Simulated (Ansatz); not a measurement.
SnSe:

```
Sn Se
1.0
     0.00000    3.01000    3.01000
     3.01000    0.00000    3.01000
     3.01000    3.01000    0.00000
Sn Se
1 1
Direct
  0.00000 0.00000 0.00000
  0.50000 0.50000 0.50000
```

Measurements of this composition are mostly on another form, of space group No. 62.

- Program: Ansatz 0.2.0
- Task: relaxation of cell and atoms
- Functional: BLYP
- Potentials or basis: Ansatz PAW
- Cutoff: 420 eV (not typed: the program's choice for these potentials)
- k mesh: 8 × 8 × 8
- Occupations: fermi-dirac, width 0.05 eV
- Spin: no spin polarisation

At the start: volume 27.27 Å³/atom.

Problem. Where does the relaxation end?

Solution. It ends after 5 steps and the volume is 30.05 Å³/atom (+10.2 %); space group Fm-3m (No. 225, to 0.05 Å).

The path:
```tsv
step	energy change (eV)	largest force (eV/Å)	volume (Å³)
1	0.0000	0.0000	54.54
2	-0.0672	0.0000	62.20
3	-0.0756	0.0000	60.44
4	-0.0759	0.0000	60.10
5	-0.0766	0.0000	60.10
```

Final structure:
```cif
data_structure
_symmetry_space_group_name_H-M 'P 1'
_symmetry_Int_Tables_number 1
_cell_length_a 4.3967
_cell_length_b 4.3967
_cell_length_c 4.3967
_cell_angle_alpha 60.000
_cell_angle_beta 60.000
_cell_angle_gamma 60.000
_cell_volume 60.10
loop_
_atom_site_label
_atom_site_type_symbol
_atom_site_fract_x
_atom_site_fract_y
_atom_site_fract_z
_atom_site_occupancy
Sn1 Sn 0.00000 0.00000 0.00000 1
Se1 Se 0.50000 0.50000 0.50000 1
```

Caveat: the plane-wave basis is chosen anew once the cell has moved, so the energies of steps on either side of that aren't comparable; the volume moved by +10 % from the deposited cell, more than functionals usually miss; the PAW data sets come from PBE, with cores solved anew for the run's functional, which leaves a small shift of forces and pressure.
